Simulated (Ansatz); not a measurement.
# K2S: the cost of one run

Program: the Python package of Ansatz 0.2.0. Level of theory: DFT PBE, plane waves, PAW. These are calculated values, not measurements.

## (1) The system

The structure is cubic, space group Fm-3m (No. 225). Conventional cell: a = 7.391 Å, b = 7.391 Å, c = 7.391 Å, α = 90.00°, β = 90.00°, γ = 90.00°. Around K (site symmetry -43m) lie 4 S at 3.20 Å. Around S (site symmetry m-3m) lie 8 K at 3.20 Å.

No structure file is read: the coordinates are typed or built in the script.

## (2) The code

Input file run_relax.py:

```python
from collections import Counter

import ansatz as az
from ase import Atoms
from ase.data import atomic_numbers
from ase.io import write
import numpy as np
import spglib


def main() -> None:
    atoms = Atoms(
        ['K', 'K', 'S'],
        scaled_positions=[
            (0.25, 0.25, 0.25),
            (0.75, 0.75, 0.75),
            (0.0, 0.0, 0.0),
        ],
        cell=[
            (0.0, 3.6955, 3.6955),
            (3.6955, 0.0, 3.6955),
            (3.6955, 3.6955, 0.0),
        ],
        pbc=True,
    )
    atoms.rattle(stdev=0.015, seed=94)
    system = az.Crystal.from_ase(atoms)

    base = system.calculation()
    base = base.functional('PBE').basis(41 * az.Ry)
    base = base.kpoints(3, 3, 3, center='gamma')
    base = base.occupations('fixed')
    base = base.relax(force_tolerance=0.01)
    steps = []


    def collect(event):
        if event['event'] == 'relax_step':
            steps.append(event['data'])


    out = base.session().plan().execute(on_event=collect)
    r = out.report
    print('step   energy (eV)     max comp. (eV/A)  SCF')
    for s in steps:
        print(f'{s["step"]:4d} {s["lagrangian_ev"]:15.5f} {s["allowed_force_max_ev_ang"]:12.4f} {s["n_scf"]:5d}')

    first, last = steps[0], steps[-1]
    symbols = [site.symbol for site in out.lattice.sites]
    print(f'energy gained {first["lagrangian_ev"] - last["lagrangian_ev"]:.4f} eV in {len(steps) - 1} steps')

    moved = np.linalg.norm(np.array(last['positions_ang']) - np.array(first['positions_ang']), axis=1)
    print('displacement by atom (A):', ' '.join(f'{s}:{d:.3f}' for s, d in zip(symbols, moved)))

    fractions = [site.position_frac for site in out.lattice.sites]
    numbers = [atomic_numbers[s] for s in symbols]
    for tolerance in (1e-3, 1e-2, 1e-1):
        print(f'space group at {tolerance} A:', spglib.get_spacegroup((out.lattice.cell_ang, fractions, numbers), symprec=tolerance))

    relaxed = Atoms(symbols, positions=[site.position_ang for site in out.lattice.sites], cell=out.lattice.cell_ang, pbc=True)
    write('relaxed.cif', relaxed, format='cif')

    print('atom   start x y z (A)              end x y z (A)')
    for symbol, a, b in zip(symbols, first['positions_ang'], last['positions_ang']):
        print(f'{symbol:3s}', ' '.join(f'{v:8.4f}' for v in a), '  ', ' '.join(f'{v:8.4f}' for v in b))

    print(f'free energy      {r["free_energy_ev"]:.5f} eV')
    print(f'per atom         {r["free_energy_ev"] / len(out.lattice.sites):.5f} eV')
    print(f'SCF iterations   {r["n_iterations"]}  (converged: {r["converged"]})')

    told = Counter((n['data']['severity'], n['data']['kind']) for n in out.notices if n['event'] == 'notice')
    for (severity, kind), count in sorted(told.items()):
        print(f'{severity:8s} {kind} x{count}')


if __name__ == '__main__':
    main()
```

## (3) What the engine is handed

The package turns the script's settings into the engine's input:

```yaml
crystal:
  lattice:
    - [0.0, 3.6955, 3.6955]
    - [3.6955, 0.0, 3.6955]
    - [3.6955, 3.6955, 0.0]
  atoms:
    - { symbol: K, position: [0.25014383727825834, 0.2469870378814721, 0.25603063177965635] }
    - { symbol: K, position: [0.739982570397043, 0.7559595617808547, 0.7511549460944611] }
    - { symbol: S, position: [0.0021018148513138077, -0.0021221980559236993, -0.0019758088547394874] }
basis:
  ecutwfc: 557.833418042754
kpoints:
  mp_grid:
    grid: [3, 3, 3]
    shift: [0.0, 0.0, 0.0]
hamiltonian:
  xc: pbe
scf:
  occupations:
    method: fixed
relax:
  f_tol: 0.01
```

## (4) Running it

Launch:

```
> python run_relax.py
```

Q: Estimate wall time and peak memory on 1 thread of Intel Xeon 6975P-C (Granite Rapids), shared host.

About 4 s, with a peak of 0.49 GiB.
